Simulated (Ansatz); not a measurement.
# 1T-MnO2 bilayer (AA) in a perpendicular field, part 2 of 2

Wanted: the out-of-plane response of the 1T-MnO2 bilayer (AA). A positive field points along +c.

Ansatz 0.2.0; plane-wave DFT, PBE-D4, Ansatz PAW (the session's first sound run).

So far. Step 7 (Atoms held, field 0.25 V/Å): The dipole is 0.0608 e·Å, and the gap 0.672 eV. Step 8 (Single point, field -0.25 V/Å): The dipole is -0.0608 e·Å, and the gap 0.672 eV.

**9. Response, atoms held (continued)**

Local field over the applied field, running mean. From the potentials at -0.03 and 0.03 V/Å; running mean over 2.5 Å. Table of local field over applied field by z:

z (Å), local field over applied field and a bar from the least value:
```
        5      1.000 ##############################
        6      0.993 ##############################
        7      0.926 ###########################
        8      0.659 ##################
        9      0.305 ######
       10      0.126 
       11      0.291 ######
       12      0.481 ############
       13      0.404 ##########
       14      0.168 #
       15      0.178 ##
       16      0.490 ############
       17      0.825 ########################
       18      0.978 #############################
       19      0.998 ##############################
       20      1.000 ##############################
```

Electrons, planar mean, per unit field. Table of induced electron density by z:

z (Å), induced electron density (e/Å³ per V/Å) and a bar from the least value:
```
        5    0.00000 ################
        6    0.00002 ################
        7    0.00033 ##################
        8    0.00272 ############################
        9    0.00198 #########################
       10   -0.00002 ################
       11   -0.00172 #########
       12   -0.00127 ###########
       13    0.00323 ##############################
       14    0.00064 ###################
       15   -0.00065 #############
       16   -0.00377 
       17   -0.00096 ############
       18   -0.00009 ################
       19   -0.00001 ################
       20    0.00000 ################
```

By hand: between -0.03 and 0.03 V/Å the dipole changes by 0.01456 e·Å, a slope of 0.2427 e·Å²/V. A perfect conductor of thickness t has p = ε₀AEt, so t = 180.95 × 0.2427 / 7.109 = 6.18 Å (e/ε₀ = 180.95 V·Å, A in Å²).

The induced dipole is that of a conductor 6.18 Å thick.

**10. A changed input**

This step: plane-wave DFT, PBE-D4, Ansatz PAW, but for the change named below (Ansatz 0.2.0).

A run with a changed input: it repeats the earlier run at 0.03 V/Å with hamiltonian.hubbard to sites: [species: Mn, l: d, u_eff: 6.0], double_counting: fll, scf.eigensolver.kind to davidson and basis.precision to f64.

Input file input.yaml:

```yaml
crystal:
  lattice:
    - [2.8651523331, 0.0, 0.0]
    - [-1.4325761666, 2.4812947062, 0.0]
    - [0.0, 0.0, 24.4676166951]
  atoms:
    - { symbol: O, position: [0.6666666667, 0.3333333333, 0.3678331287], spin: 0.05 }
    - { symbol: Mn, position: [0.0, 0.0, 0.4069708768], spin: 2.5 }
    - { symbol: O, position: [0.3333333333, 0.6666666667, 0.4459919172], spin: 0.05 }
    - { symbol: O, position: [0.6666666667, 0.3333333333, 0.5540080828], spin: 0.05 }
    - { symbol: Mn, position: [0.0, 0.0, 0.5930291232], spin: 2.5 }
    - { symbol: O, position: [0.3333333333, 0.6666666667, 0.6321668713], spin: 0.05 }
magnetization:
  spin_polarized: true
kpoints:
  mp_grid: { grid: [18, 18, 1] }
  band_path:
    path: [[0, 0, 0], [0.5, 0, 0], [0.33333333, 0.33333333, 0], [0, 0, 0]]
    npoints: 16
hamiltonian:
  xc: pbe
  dispersion: d4
  hubbard: { sites: [{ species: Mn, l: d, u_eff: 6.0 }], double_counting: fll }
scf:
  occupations: { method: fermi_dirac, width: 0.05 }
  convergence: { dr2_threshold: 1.0e-10 }
  eigensolver: { kind: davidson }
efield:
  axis: 3
  dipole_correction: true
  ramp_position: 0.97
  ramp_width: 0.06
  amplitude: 0.03
output:
  write_potential: true
  write_density: true
  volumetric_format: npy
basis:
  precision: f64
```

The run is started by

```
ansatz run input.yaml --threads 4 --pin off --max-ram 6144MiB --backend cpu --events-out ev --progress --plain --runs-dir out
```

Wall time 40 s (4 threads of Arm Neoverse V2, shared host); peak memory 0.77 GiB; 2.6 min of CPU time.

This step gave:

```yaml
site_moments: -0.2015, 2.963, -0.2024, -0.2014, 2.963, -0.2026 μB
dipole_along_the_normal: 0.007380 e·Å
gap_along_the_path: 1.619 eV
gap_the_smaller_of_path_and_mesh: 1.619 eV
```

Deep bands are left out, so band numbers here count from the lowest band kept and differ from the log's. The electronic bands at the labelled points (eV, zero at the Fermi level of the run, which the smearing sets inside the gap; # counts the bands kept):

| point | up #17 | up #18 | up #19 | up #20 | down #8 | down #10 | down #11 | down #12 |
| --- | --- | --- | --- | --- | --- | --- | --- | --- |
| Γ | -1.33 | -1.19 | 2.19 | 2.19 | -1.73 | -1.69 | -1.69 | -1.65 |
| halfway | -1.21 | -0.94 | 0.83 | 1.07 | -3.29 | -2.44 | -1.57 | -1.35 |
| M | -2.18 | -1.83 | 1.40 | 1.44 | -3.06 | -2.96 | -2.43 | -2.09 |
| halfway | -2.04 | -1.89 | 1.36 | 1.45 | -3.59 | -2.80 | -2.49 | -2.28 |
| K | -2.18 | -2.18 | 1.26 | 1.26 | -2.99 | -2.87 | -2.75 | -2.74 |
| halfway | -1.14 | -0.91 | 1.06 | 1.25 | -3.25 | -2.87 | -1.54 | -1.42 |
| Γ | -1.33 | -1.19 | 2.19 | 2.19 | -1.73 | -1.69 | -1.69 | -1.65 |

Site moment by atom:

| atom | site moment (μB) |
| --- | --- |
| O1 | -0.20 |
| Mn2 | 2.96 |
| O3 | -0.20 |
| O4 | -0.20 |
| Mn5 | 2.96 |
| O6 | -0.20 |

| quantity | this run | earlier run | difference |
| --- | --- | --- | --- |
| dipole along the normal (e·Å) | 0.007380 | 0.007280 | 1.0e-4 |
| gap along the path (eV) | 1.619 | 0.9207 | 0.70 |
| total moment (μB) | 6.000 | 6.000 | 9.5e-6 |

What moves beyond 0.01 in its unit (for the dipole 0.5 % and 5e-5 e·Å): gap along the path (+0.698 eV) and dipole along the normal (+0.0001 e·Å).

**11. Varying the input**

This step: plane-wave DFT, PBE-D4, Ansatz PAW (Ansatz 0.2.0).

Another changed input: it repeats the earlier run at 0.03 V/Å with scf.eigensolver.kind to davidson, basis.precision to f64 and kpoints.mp_grid.grid from [18, 18, 1] to [12, 12, 1].

input.yaml, as its differences from that of step 10:

```diff
@@ -15,3 +15,3 @@
 kpoints:
-  mp_grid: { grid: [18, 18, 1] }
+  mp_grid: { grid: [12, 12, 1] }
   band_path:
@@ -22,3 +22,2 @@
   dispersion: d4
-  hubbard: { sites: [{ species: Mn, l: d, u_eff: 6.0 }], double_counting: fll }
 scf:
```

Run time: 25 s. Hardware: 4 threads; peak memory 0.6 GiB; 98 s of CPU time.

| quantity | this run | earlier run | difference |
| --- | --- | --- | --- |
| dipole along the normal (e·Å) | 0.007279 | 0.007280 | -1.0e-7 |
| gap along the path (eV) | 0.9207 | 0.9207 | 0 |
| total moment (μB) | 6.000 | 6.000 | -7.6e-7 |

Nothing in the table moves by 0.01 in its unit (for the dipole 0.5 % and 5e-5 e·Å).

The change did no harm here.

**12. What came out**

```json
{"gap without field": "0.942 eV", "ionisation energy, upper face": "7.57 eV", "electron affinity, upper face": "6.63 eV", "equivalent conductor thickness, atoms held": "6.18 Å"}
```

**Reading.** The induced dipole equals that of a perfect conductor 6.18 Å thick, while the outer atoms lie 6.47 Å apart; an out-of-plane ε follows only once a thickness t is chosen, by 1 − 1/ε = 6.18 Å / t. The gap goes from 0.94 eV to 0.67 eV at -0.25 V/Å. With the field reversed the gap is 0.67 eV at 0.25 V/Å. Semilocal functionals give gaps that are too small, and excitons are not included. The magnetic order is the one reached from the typed start; other orders were not compared.

[Logs are printed without paths, hosts, clocks, repeated set-up lines and the standing remarks that a program may print on its own settings, such as how far it seeks lower states.]

[Hosts, paths, dates, database ids (printed as entryN), source tags and the programs' standing remarks are cut or masked in the printed files.]

[Maps of the electrostatic potential energy from Ansatz leave out the sawtooth potential of an applied field or a dipole correction, so their vacuum need not be flat; planar profiles and work functions include it.]
